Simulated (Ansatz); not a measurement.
## Hf3N4 at a changed volume: Quadrupolar parameters

The cell is an entry of the Crystallography Open Database (COD), relaxed with PBE at fixed cell and then changed (volume scaled by 0.98, ions relaxed).

```
CELL_PARAMETERS angstrom
-3.32801 3.32801 3.32801
3.32801 -3.32801 3.32801
3.32801 3.32801 -3.32801
ATOMIC_POSITIONS crystal
Hf 0.25000 0.62500 0.37500
Hf 0.37500 0.25000 0.62500
Hf 0.75000 0.87500 0.12500
Hf 0.12500 0.75000 0.87500
Hf 0.62500 0.37500 0.25000
Hf 0.87500 0.12500 0.75000
N 0.13922 0.13922 0.13922
N 0.86078 0.50000 0.00000
N 0.50000 0.00000 0.36078
N 0.00000 0.86078 0.50000
N 0.36078 0.50000 0.00000
N 0.63922 0.63922 0.63922
N 0.00000 0.36078 0.50000
N 0.50000 0.00000 0.86078
```

Sites (sets of like atoms) are named by element and the number of their first atom in this list.

Computed with Ansatz: DFT, PBE, plane waves and PAW, scalar-relativistic, 420 eV cutoff, Γ-centred 6×6×6 k-points, Fermi–Dirac smearing 0.02 eV.

C_Q = eQV_zz/h, which is 24.18 MHz for Q = 1 b and V_zz = 10²¹ V/m²; η = (V_xx − V_yy)/V_zz.

¹⁷⁷Hf: I = 7/2, Q = 3365 mb; ¹⁴N: I = 1, Q = 20.44 mb. Nuclear quadrupole moments: year-2017 set (Pyykkö).

| site | atoms (order as listed) | first shell | V_zz (10²¹ V/m²) | η | C_Q (MHz) |
| --- | --- | --- | --- | --- | --- |
| Hf | 1, 2, 3, 4, 5, 6 | 8 N at 2.21–2.41 Å | 23.3 | 0.00 | 1894 |
| N | 7, 8, 9, 10, 11, 12, … | 6 Hf at 2.21–2.41 Å | 0.69 | 0.00 | 0.341 |

An axis of threefold or higher order runs through Hf and N, so V_zz lies along it and η is zero.

Without spin–orbit coupling the gradients at and beside Hf can be off by some per cent, at some sites by more. At this changed cell the PBE pressure is 8 GPa.

The relaxation (3 steps) took 32 s of wall time (2 min of CPU time) and 0.91 GiB at its peak, on 4 threads of Arm Neoverse V1 (aarch64; 8 cores open to the job, memory cap 8.0 GiB, no GPU), a shared host with a load of 0.6 a core.
